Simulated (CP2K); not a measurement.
Ta under changes of volume

One of the cells (18.010 Å³/atom); the others are scaled copies at fixed shape and fractional positions:

```
Ta
1.0
     2.86010    0.00000    0.00000
    -0.95337    2.69653    0.00000
    -0.95337   -1.34826    2.33526
Ta
1
Direct
  0.00000 0.00000 0.00000
```

```yaml
Program: CP2K 2026.2
Functional: r2SCAN
Potentials_or_basis: POTENTIAL_UZH Ta GTH-SCAN-q13; TZVP-MOLOPT-SCAN-GTH basis
Density_cutoff: 9184 eV
k_mesh: 11 × 11 × 11
Occupations: fermi-dirac, width 0.0259 eV
Spin: no spin polarisation
```

```csv
volume (Å³/atom),energy over the lowest point (meV/atom),pressure (GPa)
16.930,17.74,8.9
17.290,3.35,3.8
17.650,0.00,-0.8
18.010,?,?
18.371,22.12,-8.5
18.731,45.27,-11.7
19.091,74.97,-14.5
```

What does the run at 18.010 Å³/atom give?

Energy over the lowest point 6.62 meV/atom; pressure -4.9 GPa.

Worked out: A Birch-Murnaghan fit of order 3 (a polynomial in V^(-2/3)) to the other rows has its minimum at 17.58 Å³/atom with B0 = V·E''(V) = 220 GPa and B' = 5.2. It gives 6.72 meV/atom at 18.010 Å³/atom, against the run's 6.62, and -dE/dV = -5.0 GPa, against -4.9.

Energies are extrapolated to zero smearing.

Caveats: the basis of atomic orbitals isn't converged, which shifts pressures, moduli and gaps.
